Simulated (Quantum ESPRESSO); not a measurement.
**KF (Carobbiite) under changes of volume**

One of the cells (19.074 Å³/atom); the others are scaled copies at fixed shape and fractional positions:

```
CELL_PARAMETERS angstrom
0.00000 2.67185 2.67185
2.67185 0.00000 2.67185
2.67185 2.67185 0.00000
ATOMIC_POSITIONS crystal
K 0.00000 0.00000 0.00000
F 0.50000 0.50000 0.50000
```

* Program: Quantum ESPRESSO 7.5
* Functional: PBEsol
* Potentials or basis: GBRV 1.5 PBEsol
* Cutoff: 612 eV
* Density cutoff: 4898 eV
* k mesh: 9 × 9 × 9
* Occupations: fermi-dirac, width 0.05 eV
* Spin: no spin polarisation

```tsv
volume (Å³/atom)	energy over the lowest point (meV/atom)	pressure (GPa)	gap on the mesh (eV)
17.929	3.38	1.2	6.36
18.311	0.78	0.4	6.25
18.692	0.00	-0.3	6.14
19.074	0.84	-0.9	6.04
19.455	?	?	?
19.837	6.58	-2.0	5.85
20.218	11.23	-2.4	5.76
```

Question: What does the run at 19.455 Å³/atom give?

Answer: Energy over the lowest point 3.06 meV/atom; pressure -1.5 GPa; gap on the mesh 5.94 eV.

Worked out: A Birch-Murnaghan fit of order 3 (a polynomial in V^(-2/3)) to the other rows has its minimum at 18.68 Å³/atom with B0 = V·E''(V) = 33 GPa and B' = 4.8. It gives 3.07 meV/atom at 19.455 Å³/atom, against the run's 3.06, and -dE/dV = -1.2 GPa, against -1.5. A straight line through the other rows of the gap, of slope -4.98 eV per unit of ln V (its deformation potential), gives 5.95 eV, against the run's 5.94.

Energies are extrapolated to zero smearing.

Caveats: an odd mesh through Γ misses points on the zone boundary, where band edges often lie.
